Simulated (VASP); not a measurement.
# Si12HO24 (a cell with a defect) in VASP: notebook

One crystal, Si12HO24 (a cell with a defect), is run at these levels: PBE+D3(BJ), r2SCAN; tasks: single point.

Everything below comes from runs of VASP 6.6.1. Logs are shortened: lines on timing, memory, paths and dates and some standing lists are left out, and cuts for length are marked.

## 1. Starting point

The cell holds a defect, 74 atoms: a = 9.832 Å, b = 9.832 Å, c = 10.818 Å, α = 90.00°, β = 90.00°, γ = 120.00°.

## 2. Single point, PBE+D3(BJ)

File INCAR:

```
PREC = Accurate
ENCUT = 450
EDIFF = 1E-6
ISMEAR = 0
SIGMA = 0.02
LREAL = F
LASPH = T
NELM = 80
ALGO = Normal
ISIF = 2
LWAVE = F
LCHARG = F
GGA = PE
IVDW = 12
```

File KPOINTS:

```
Automatic mesh
0
Gamma
  1 1 1
```

File POSCAR:

```
Si12HO24
1.0
    9.8316000000      0.0000000000      0.0000000000
   -4.9158000000      8.5144153600      0.0000000000
    0.0000000000      0.0000000000     10.8182000000
Si O H
24 48 2
Direct
    0.2709099100      0.0094391800      0.1655027100
    0.9985581900      0.2592514300      0.3363694500
    0.2293313700      0.2350352900      0.9973888100
    0.2536999600      0.9943798200      0.6857301500
    0.9943088900      0.2605859300      0.8263963100
    0.2083269900      0.1946535800      0.5153311300
    0.2621491600      0.4975911800      0.1718615900
    0.0071092300      0.7712372900      0.3283148600
    0.2235410900      0.7272896200      0.0054956200
    0.2669434400      0.4925265000      0.6593211300
    0.9964925600      0.7555626100      0.8443723300
    0.2341662800      0.7379975200      0.4999615600
    0.7679183600      0.0027725800      0.1637768200
    0.5150453800      0.2909717700      0.3263891900
    0.7354828800      0.2356065700      0.9947544900
    0.7500254000      0.9945486100      0.6643177100
    0.4988791700      0.2694374300      0.8323993700
    0.7270726000      0.2340685100      0.4992150500
    0.7874783800      0.5096747300      0.1573528400
    0.5014811400      0.7712337700      0.3306460800
    0.7306058600      0.7321122000      0.9989357800
    0.7689976800      0.5017534200      0.6662599300
    0.4892422100      0.7549201000      0.8332459800
    0.7359702800      0.7334614600      0.4949275200
    0.0585994900      0.1851775900      0.4426589500
    0.2910020100      0.3666465000      0.1058264000
    0.1398598500      0.4267424900      0.2869976000
    0.2009835100      0.0720170000      0.0577487200
    0.4066298400      0.3704627500      0.3615348300
    0.4326514900      0.1539250100      0.2217404800
    0.0637104000      0.2018104000      0.9379856800
    0.2961209500      0.3602216000      0.5945064100
    0.1329963000      0.4206365700      0.7662825000
    0.1440959400      0.0534628100      0.6192837800
    0.3618947100      0.2974696100      0.8889306100
    0.4273668200      0.1382933600      0.7227606500
    0.0698422700      0.7005748600      0.4356703700
    0.2976032600      0.8725800500      0.1047948800
    0.1459163000      0.9395625000      0.2791979800
    0.1925934700      0.5656927500      0.0691771200
    0.3725483100      0.8040633200      0.3955902100
    0.4281822600      0.6421691300      0.2206537200
    0.0484628800      0.6811712500      0.9565332700
    0.2831508900      0.8721161200      0.6050312400
    0.1573768100      0.9148317700      0.8113722100
    0.2107464500      0.5753019700      0.5568150000
    0.3464649500      0.7730380600      0.8905284800
    0.4297587500      0.6246495600      0.7230592100
    0.5674995200      0.2199689900      0.4418414100
    0.8114747800      0.3713264800      0.0999751300
    0.6741022500      0.4415287100      0.2761049300
    0.7048024300      0.0708391800      0.0544039400
    0.8598764000      0.2853916600      0.3919929700
    0.9337635900      0.1388796900      0.2191445800
    0.5688786300      0.2097478700      0.9432799200
    0.7969424800      0.3651871000      0.6090898100
    0.6362505700      0.4334820500      0.7744881600
    0.6856066900      0.0652798700      0.5578710000
    0.8594873700      0.2928012300      0.8810256900
    0.9165469200      0.1276861800      0.7199152000
    0.5689396300      0.6934002000      0.4307230900
    0.7919415500      0.8629271600      0.1084292300
    0.6399768800      0.9359748100      0.2761740900
    0.7067804900      0.5682967600      0.0547796900
    0.8688771100      0.7964578400      0.3870153500
    0.9505596500      0.6538900700      0.2097545600
    0.5644435100      0.7011425300      0.9437322700
    0.7805881900      0.8618020400      0.6029322100
    0.6206643000      0.9221698500      0.7749832700
    0.7103227700      0.5713318500      0.5546426500
    0.8615482000      0.7938688900      0.8892565300
    0.9332905500      0.6387354700      0.7249986100
    0.4686794900      0.4825753500      0.3818611000
    0.3132208500      0.1206277100      0.4243554300
```

Potentials or basis: VASP PAW PBE potentials, release 64 (Si, O, H).

On the command line:

```bash
cat potpaw_PBE.64/Si/POTCAR potpaw_PBE.64/O/POTCAR potpaw_PBE.64/H/POTCAR > POTCAR
mpirun -np 1 vasp_std > vasp.out
```

OUTCAR:

```text
PREC = Accurate
   ENCUT = 450
   EDIFF = 1E-6
   ISMEAR = 0
   LREAL = F
   LASPH = T
   NELM = 80
   ISIF = 2
   GGA = PE
   IVDW = 12
 IVDW          = 12

 ion  position               nearest neighbor table
   1  0.271  0.009  0.166-  28 1.62  39 1.63  30 1.63  38 1.63   8 3.04   3 3.05   9 3.10  14 3.13

   2  0.999  0.259  0.336-  25 1.62  53 1.62  27 1.62  54 1.63  13 3.04   7 3.05  18 3.10   6 3.12

   3  0.229  0.235  0.997-  28 1.62  26 1.62  31 1.62  35 1.63   1 3.05   5 3.07  17 3.07   7 3.08
[... 40 lines left out ...]
  25  0.059  0.185  0.443-   2 1.62   6 1.63
  26  0.291  0.367  0.106-   7 1.62   3 1.62
  27  0.140  0.427  0.287-   2 1.62   7 1.63
  28  0.201  0.072  0.058-   3 1.62   1 1.62
  29  0.407  0.370  0.362-  73 0.98  14 1.65   6 2.49
  30  0.433  0.154  0.222-   1 1.63  14 1.63
  31  0.064  0.202  0.938-   3 1.62   5 1.63
  32  0.296  0.360  0.595-  10 1.62   6 1.65
  33  0.133  0.421  0.766-   5 1.62  10 1.63
  34  0.144  0.053  0.619-   4 1.63   6 1.65
  35  0.362  0.297  0.889-  17 1.62   3 1.63
[... 35 lines left out ...]
  71  0.862  0.794  0.889-  11 1.62  21 1.63
  72  0.933  0.639  0.725-  22 1.63  11 1.63
  73  0.469  0.483  0.382-  29 0.98
  74  0.313  0.121  0.424-   6 1.82

  LATTYP: Found a hexagonal cell.
 ALAT       =     9.8316000000
 C/A-ratio  =     1.1003498922

  Lattice vectors:

 A1 = (   9.8316000000,   0.0000000000,   0.0000000000)
 A2 = (  -4.9158000000,   8.5144153600,   0.0000000000)
 A3 = (   0.0000000000,   0.0000000000,  10.8182000000)

Analysis of symmetry for initial positions (statically):
=====================================================================
 Subroutine PRICEL returns:
 Original cell was already a primitive cell.

 Routine SETGRP: Setting up the symmetry group for a
 hexagonal supercell.

 Subroutine GETGRP returns: Found  1 space group operations
 (whereof  1 operations were pure point group operations)
 out of a pool of 24 trial point group operations.

The static configuration has the point symmetry C_1 .

Analysis of symmetry for dynamics (positions and initial velocities):
=====================================================================
 Subroutine PRICEL returns:
 Original cell was already a primitive cell.

 Routine SETGRP: Setting up the symmetry group for a
 hexagonal supercell.

 Subroutine GETGRP returns: Found  1 space group operations
 (whereof  1 operations were pure point group operations)
 out of a pool of 24 trial point group operations.

The dynamic configuration has the point symmetry C_1 .

 Subroutine INISYM returns: Found  1 space group operations
 (whereof  1 operations are pure point group operations),
 and found     1 'primitive' translations

----------------------------------------------------------------------------------------

                                     Primitive cell

  volume of cell :     905.5950

  direct lattice vectors                    reciprocal lattice vectors
     9.831600000  0.000000000  0.000000000     0.101712844  0.058723938  0.000000000
    -4.915800000  8.514415360  0.000000000     0.000000000  0.117447876  0.000000000
     0.000000000  0.000000000 10.818200000     0.000000000  0.000000000  0.092436819

  length of vectors
     9.831600000  9.831600000 10.818200000     0.117447876  0.117447876  0.092436819

  position of ions in fractional coordinates (direct lattice)
     0.270909910  0.009439180  0.165502710
     0.998558190  0.259251430  0.336369450
     0.229331370  0.235035290  0.997388810
     0.253699960  0.994379820  0.685730150
     0.994308890  0.260585930  0.826396310
     0.208326990  0.194653580  0.515331130
[... 66 lines left out ...]
     0.468679490  0.482575350  0.381861100
     0.313220850  0.120627710  0.424355430

  ion indices of the primitive-cell ions
   primitive index   ion index
                 1           1
                 2           2
                 3           3
                 4           4
                 5           5
                 6           6
[... 66 lines left out ...]
                73          73
                74          74

----------------------------------------------------------------------------------------

 KPOINTS: Automatic mesh

Automatic generation of k-mesh.
 Grid dimensions read from file:
 generate k-points for:    1    1    1

 Generating k-lattice:

  Cartesian coordinates                     Fractional coordinates (reciprocal lattice)
     0.101712844  0.058723938  0.000000000     1.000000000  0.000000000  0.000000000
     0.000000000  0.117447876  0.000000000     0.000000000  1.000000000  0.000000000
     0.000000000  0.000000000  0.092436819     0.000000000  0.000000000  1.000000000

  Length of vectors
     0.117447876  0.117447876  0.092436819

  Shift w.r.t. Gamma in fractional coordinates (k-lattice)
     0.000000000  0.000000000  0.000000000

 Subroutine IBZKPT returns following result:
 ===========================================

[... 13 lines left out ...]
 SYSTEM =  unknown system
   PREC   = accura    normal or accurate (medium, high low for compatibility)
   ISTART =      0    job   : 0-new  1-cont  2-samecut
   ICHARG =      2    charge: 1-file 2-atom 10-const
   ISPIN  =      1    spin polarized calculation?
   LNONCOLLINEAR =      F non collinear calculations
   LSORBIT =      F    spin-orbit coupling
   LASPH  =      T    aspherical Exc in radial PAW
   ENCUT  =  450.0 eV  33.07 Ry    5.75 a.u.  17.01 17.01 18.71*2*pi/ulx,y,z
   NELM   =     80;   NELMIN=  2; NELMDL= -5     # of ELM steps
   EDIFF  = 0.1E-05   stopping-criterion for ELM
   LREAL  =      F    real-space projection
   EDIFFG = 0.1E-04   stopping-criterion for IOM
   NSW    =      0    number of steps for IOM
   IBRION =     -1    ionic relax: 0-MD 1-quasi-New 2-CG
   NFREE  =      0    steps in history (QN), initial steepest desc. (CG)
   ISIF   =      2    stress and relaxation
   ISYM   =      2    0-nonsym 1-usesym 2-fastsym
   POTIM  = 0.5000    time-step for ionic-motion
   TEBEG  =    0.0;   TEEND  =   0.0 temperature during run
   PSTRESS=    0.0 pullay stress
   NELECT =     386.0000    total number of electrons
   NUPDOWN=      -1.0000    fix difference up-down
   EMIN   =  10.00;   EMAX   =-10.00  energy-range for DOS
   EFERMI =   0.00;   METHOD = LEGACY
   ISMEAR =     0;   SIGMA  =   0.02  broadening in eV -4-tet -1-fermi 0-gaus
   EFERMI_NEDOS =   21; number of points for ismear=-14 and -15
   IALGO  =     38    algorithm
   IMIX   =      4    mixing-type and parameters
     AMIX     =   0.40;   BMIX     =  1.00
     AMIX_MAG =   1.60;   BMIX_MAG =  1.00
  volume/ion in A,a.u.               =      12.24        82.58
  Fermi-wavevector in a.u.,A,eV,Ry     =   1.232043  2.328224 20.652696  1.517930
  Thomas-Fermi vector in A             =   2.366829
   LORBIT       =      0    0 simple, 1 ext, 2 COOP (PROOUT), +10 PAW based schemes
   GGA     = PE    functional components
   LHFCALC =     F    Hartree Fock is set to
   AEXX    =    0.0000 exact exchange contribution
   IVDW    =    12    specifies the selected vdW correction
   LEPSILON=     F    determine dielectric tensor
   LRPA    =     F    only Hartree local field effects (RPA)
 non-spin polarized calculation
 Gauss-broadening in eV      SIGMA  =   0.02
  energy-cutoff  :      450.00
  volume of cell :      905.60
 maximum number of plane-waves:     19597
 NGX is ok and might be reduce to    70
   NGX = 33   NGY = 33   NGZ = 37

 number of electron     385.9999977 magnetization

 Free energy of the ion-electron system (eV)
  ---------------------------------------------------
  ext. energy  EPLUGINS =         0.00000000
  ---------------------------------------------------
  free energy    TOTEN  =      -572.53699003 eV

  energy without entropy =     -572.53699003  energy(sigma->0) =     -572.53699003

 E-fermi :   2.4093     XC(G=0):  -9.3024

 val. band max:        2.2703844154   @ k =   0.0000   0.0000   0.0000
 cond. band min:       7.1009480793   @ k =   0.0000   0.0000   0.0000
 fundamental gap:      4.8305636639
 Fermi energy:         2.4092679478

 k-point     1 :       0.0000    0.0000    0.0000
  band No.  band energies     occupation
      1     -18.1941      2.00000
      2     -17.7966      2.00000
      3     -17.7248      2.00000
      4     -17.7021      2.00000
      5     -17.6750      2.00000
      6     -17.6566      2.00000
[... 197 lines left out ...]
    204       9.8370      0.00000
    205       9.9928      0.00000
 [bands above 205 left out]

------------------------ aborting loop because EDIFF is reached ----------------------------------------

 Edisp (eV)  -10.54860

 E8    (eV) :    -3.5634

  FORCE on cell =-STRESS in cart. coord.  units (eV):
  Direction    XX          YY          ZZ          XY          YZ          ZX
  --------------------------------------------------------------------------------------
  -------------------------------------------------------------------------------------
  Total      -5.92789    -1.77970     1.93810     2.60914    -6.02254     2.80094
  in kB     -10.48762    -3.14864     3.42889     4.61608   -10.65507     4.95542
  external pressure =       -3.40 kB  Pullay stress =        0.00 kB

 VOLUME and BASIS-vectors are now :
 -----------------------------------------------------------------------------
  energy-cutoff  :      450.00
  volume of cell :      905.60
      direct lattice vectors                 reciprocal lattice vectors
     9.831600000  0.000000000  0.000000000     0.101712844  0.058723938  0.000000000
    -4.915800000  8.514415360  0.000000000     0.000000000  0.117447876  0.000000000
     0.000000000  0.000000000 10.818200000     0.000000000  0.000000000  0.092436819

 POSITION                                       TOTAL-FORCE (eV/Angst)
 -----------------------------------------------------------------------------------
      2.61708      0.08037      1.79044         0.045513      0.056351      0.057840
      8.54300      2.20737      3.63891        -0.092961      0.079483     -0.131430
      1.09931      2.00119     10.78995         0.007704     -0.023680      0.036087
     -2.39390      8.46656      7.41837         0.272470     -0.051833     -0.002944
      8.49466      2.21874      8.94012        -0.022420      0.009445      0.025969
      1.09131      1.65736      5.57496         1.932426     -0.644989     -1.458182
[... 66 lines left out ...]
      2.23563      4.10885      4.13105        -0.047277      0.134876     -0.004238
      2.48648      1.02707      4.59076        -2.336335      0.640730      1.805793
 -----------------------------------------------------------------------------------
    total drift:                               -0.002636      0.000164     -0.001416

  FREE ENERGIE OF THE ION-ELECTRON SYSTEM (eV)
  ---------------------------------------------------
  free  energy   TOTEN  =      -583.0855919742 eV

  energy  without entropy=     -583.0855919742  energy(sigma->0) =     -583.08559197
```

It took 7.5 min on 1 thread of Intel Xeon Platinum 8488C (Sapphire Rapids), shared host; peak memory 0.82 GiB.

What came out:

```yaml
Free_energy: -583.0856 eV
Largest_force: 3.022 eV/Å
Band_gap_on_the_k_mesh: 4.83 eV, direct
Dispersion_energy_per_atom: -0.143 eV
```

Forces in eV/Å, atoms in the order of the input:
```
Si   0.046  0.056  0.058
Si  -0.093  0.079 -0.131
Si   0.008 -0.024  0.036
Si   0.272 -0.052 -0.003
Si  -0.022  0.009  0.026
Si   1.932 -0.645 -1.458
Si   0.040  0.005 -0.004
Si   0.015  0.051 -0.025
Si   0.001  0.007  0.031
Si  -0.041  0.089  0.026
Si  -0.022 -0.028  0.014
Si  -0.021  0.034 -0.033
Si  -0.004 -0.015 -0.002
Si  -0.240 -0.372  0.209
Si  -0.020 -0.015  0.022
Si  -0.016 -0.014 -0.011
Si   0.007  0.028  0.023
Si  -0.091 -0.003 -0.036
Si   0.018 -0.005  0.018
Si  -0.012  0.018  0.003
Si  -0.016 -0.020  0.021
Si   0.015 -0.014 -0.024
Si  -0.011  0.020  0.023
Si  -0.008 -0.030 -0.024
O    0.221 -0.064  0.091
O   -0.014 -0.002 -0.009
O    0.001 -0.027  0.022
O   -0.013  0.013 -0.027
O   -0.203  0.111  0.128
O    0.090 -0.021 -0.262
O   -0.010  0.009 -0.018
O    0.041 -0.128 -0.053
O    0.026 -0.005 -0.022
O    0.001  0.168 -0.348
O   -0.006 -0.006 -0.014
O   -0.034 -0.011 -0.006
O    0.002 -0.005  0.012
O    0.002 -0.030 -0.024
O   -0.050 -0.127 -0.123
O    0.005 -0.001  0.000
O    0.000 -0.021  0.012
O   -0.010  0.001 -0.003
O   -0.012  0.001 -0.009
O   -0.037 -0.006  0.045
O   -0.015  0.044 -0.047
O    0.029 -0.025  0.020
O    0.003 -0.009 -0.006
O   -0.005 -0.018 -0.017
O    0.441  0.144  0.080
O    0.002 -0.008 -0.011
O   -0.002  0.028 -0.014
O    0.012  0.004 -0.002
O    0.087 -0.018  0.004
O    0.013  0.018  0.027
O   -0.005  0.006 -0.015
O    0.012  0.008  0.026
O    0.002 -0.004  0.001
O    0.032 -0.012  0.018
O    0.011 -0.004 -0.011
O    0.014  0.008 -0.004
O    0.000  0.015  0.006
O   -0.005 -0.005 -0.006
O    0.017  0.004 -0.006
O    0.004  0.007 -0.011
O   -0.009 -0.003  0.014
O   -0.004 -0.011 -0.006
O   -0.004  0.008 -0.010
O   -0.003  0.011  0.009
O    0.009 -0.003 -0.003
O    0.006  0.007  0.011
O    0.006  0.002 -0.012
O    0.000  0.020  0.009
H   -0.047  0.135 -0.004
H   -2.336  0.641  1.806
```

Levels at points of the mesh, in eV from the valence-band top:
```csv
k point,band 189,band 190,band 191,band 192,band 193,band 194,band 195,band 196,band 197,band 198
"(0.00, 0.00, 0.00)",-1.20,-1.19,-1.11,-1.08,0.00,4.83,5.69,6.59,6.70,6.94
```

Caveat: the cutoff is under 1.25 times the usual one of these potentials, so pressure, stress and relaxed cells hold a basis-set (Pulay) error. A hybrid or GW would open this gap; PBE tends to underestimate it.

## 3. Single point, r2SCAN

Changes to INCAR since step 2:

```diff
@@ -12,3 +12,3 @@
 LCHARG = F
-GGA = PE
-IVDW = 12
+METAGGA = R2SCAN
+LMIXTAU = T
```

KPOINTS is that of step 2.

POSCAR is that of step 2.

Potentials or basis: VASP PAW PBE potentials, release 64 (Si, O, H).

On the command line:

```bash
cat potpaw_PBE.64/Si/POTCAR potpaw_PBE.64/O/POTCAR potpaw_PBE.64/H/POTCAR > POTCAR
mpirun -np 1 vasp_std > vasp.out
```

Wall time 28 min (1 thread of Intel Xeon Platinum 8488C (Sapphire Rapids), shared host); peak memory 0.88 GiB.

The run converged. Its results:

| Item | Value |
| --- | --- |
| Free energy | -719.0958 eV |
| Largest force | 3.482 eV/Å |
| Band gap on the k mesh | 5.40 eV, direct |

Forces in eV/Å, atoms in the order of the input:
```
Si   0.018  0.061  0.071
Si  -0.115  0.103 -0.153
Si   0.003 -0.056  0.054
Si   0.275 -0.077  0.074
Si  -0.050  0.017  0.006
Si   1.884 -0.801 -1.370
Si   0.043  0.026 -0.035
Si   0.031  0.097 -0.038
Si  -0.007 -0.067  0.039
Si  -0.042  0.128  0.035
Si   0.020  0.019  0.035
Si  -0.037  0.020 -0.049
Si   0.022 -0.015  0.001
Si  -0.195 -0.352  0.214
Si  -0.018 -0.019  0.019
Si   0.025 -0.012 -0.016
Si  -0.005  0.047  0.023
Si  -0.116 -0.021 -0.034
Si   0.045 -0.020  0.057
Si  -0.013  0.024 -0.002
Si  -0.034 -0.035  0.020
Si   0.037 -0.022 -0.037
Si  -0.007  0.038  0.029
Si  -0.030 -0.054 -0.011
O    0.365  0.147  0.007
O   -0.267 -0.022 -0.114
O    0.109 -0.244 -0.160
O    0.141  0.250  0.105
O    0.161  0.335  0.123
O   -0.115  0.000 -0.132
O    0.103  0.240 -0.162
O   -0.211 -0.227 -0.114
O    0.161 -0.216 -0.147
O    0.377  0.356 -0.449
O    0.111 -0.237  0.115
O   -0.303 -0.010  0.194
O    0.108  0.262 -0.108
O   -0.261 -0.074 -0.121
O    0.054 -0.398 -0.337
O    0.181  0.213  0.117
O    0.103 -0.273  0.107
O   -0.234 -0.019  0.182
O    0.106  0.297 -0.196
O   -0.247 -0.053 -0.017
O   -0.062 -0.147 -0.312
O    0.160  0.160  0.146
O    0.126 -0.171  0.139
O   -0.284 -0.003  0.106
O    0.644  0.392 -0.086
O   -0.285 -0.015 -0.139
O   -0.008 -0.146 -0.206
O    0.163  0.223  0.133
O    0.204 -0.217  0.137
O   -0.245  0.000  0.194
O    0.122  0.223 -0.179
O   -0.267  0.003 -0.110
O    0.145 -0.217 -0.131
O    0.211  0.208  0.149
O    0.139 -0.231  0.155
O   -0.239  0.038  0.135
O    0.087  0.295 -0.089
O   -0.255 -0.008 -0.153
O    0.145 -0.225 -0.159
O    0.178  0.247  0.111
O    0.104 -0.224  0.150
O   -0.261 -0.060  0.161
O    0.119  0.223 -0.162
O   -0.220 -0.010 -0.135
O    0.154 -0.219 -0.144
O    0.118  0.214  0.137
O    0.141 -0.256  0.172
O   -0.244  0.004  0.179
H   -0.078 -0.239 -0.092
H   -2.686  0.800  2.066
```

Levels at points of the mesh, in eV from the valence-band top:
| k point | band 191 | band 192 | band 193 | band 194 | band 195 | band 196 |
| --- | --- | --- | --- | --- | --- | --- |
| (0.00, 0.00, 0.00) | -1.21 | -1.18 | 0.00 | 5.40 | 6.32 | 7.21 |

Caveat: the cutoff is under 1.25 times the usual one of these potentials, so pressure, stress and relaxed cells hold a basis-set (Pulay) error; the PAW data sets were made with another functional, which shifts forces and pressure a little.
